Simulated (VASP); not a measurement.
Set up this calculation in VASP 6.6.1, as the native input.

```
Task                   : relaxation of the atoms
Functional             : PBE
Dispersion             : D3(BJ)
Potentials or basis    : VASP PAW PBE potentials, release 64 (Cu)
Cutoff                 : 600 eV
k mesh                 : 18 × 18 × 18
Occupations            : methfessel-paxton, width 0.1 eV
Spin                   : no spin polarisation
Further INCAR settings : ALGO = Normal; EDIFF = 1e-07; IBRION = 2; EDIFFG = -0.01; NSW = 40
```

The structure of Cu lies in POSCAR:

```
Cu                                      
1.0
    0.0000000000      1.7844410941      1.7844410941
    1.7844410941     -0.0000000000      1.7844410941
    1.7844410941      1.7844410941     -0.0000000000
  Cu            
     1
Direct
     0.0000000000000000    1.0000000000000000    0.0000000000000000
```

The input as run:

INCAR

```
SYSTEM = Cu
PREC = Accurate ; ENCUT = 600
EDIFF = 1E-7 ; ISMEAR = 1
SIGMA = 0.1 ; LREAL = .False.
LASPH = .True. ; NELM = 80
ALGO = Normal ; ISIF = 2
LWAVE = .False. ; LCHARG = .False.
GGA = PE ; IVDW = 12
IBRION = 2 ; NSW = 40
EDIFFG = -0.01
```

KPOINTS

```
Automatic mesh
0
Gamma
  18 18 18
  0 0 0
```

Potentials or basis: VASP PAW PBE potentials, release 64 (Cu).

Command:

```sh
$ cat potpaw_PBE.64/Cu/POTCAR > POTCAR
$ mpirun -np 1 vasp_std > vasp.out
```

It gave:

```json
{
 "Pressure after relaxing": "0.0 GPa",
 "Band gap on the k mesh": "none (metal or under the smearing width)",
 "Dispersion energy per atom": "-0.607 eV"
}
```

Caveat: the relaxation stopped at its first step, so nothing moved; pairwise dispersion overbinds metals, which lowers pressure and volume.

It took 8.5 s on 1 thread of Intel(R) Xeon(R) 6975P-C (Granite Rapids), on a shared host, peak memory 0.15 GiB.
